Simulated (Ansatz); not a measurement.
Wires are cut from relaxed bulk SnO2 (P4_2/mnm, 12.58 Å³/atom, gap on the mesh 0.68 eV); atoms and period are relaxed, and energies count from that bulk.

These are results of DFT PBE, scalar-relativistic, plane waves, PAW (Ansatz 0.2.0), not measurements.

Cutoff 420 eV, Gaussian smearing of 0.05 eV, energies at zero smearing, symmetry of each start kept, no spin polarisation.

| start | atoms | k mesh | excess energy (eV per host atom) | line energy (eV/Å) | period (Å) | gap on the mesh (eV) |
| --- | --- | --- | --- | --- | --- | --- |
| [001] wire, 27 host atoms a period | 27 | 1×1×10 | 0.258 | 2.225 | 3.135 | 0.85 |
| [001] wire, 30 host atoms a period* | 30 | 1×1×10 | 0.272 | 2.609 | 3.123 | 0.15 |

* ends far from its start.

Gaps under about 0.2 eV rest on few k points and may close between them. Each run keeps its start's symmetry and one magnetic start, so lower states can exist.

Cost: 2 runs of about 100 core-minutes in all, on Intel Xeon Platinum 8488C (Sapphire Rapids) (shared hosts).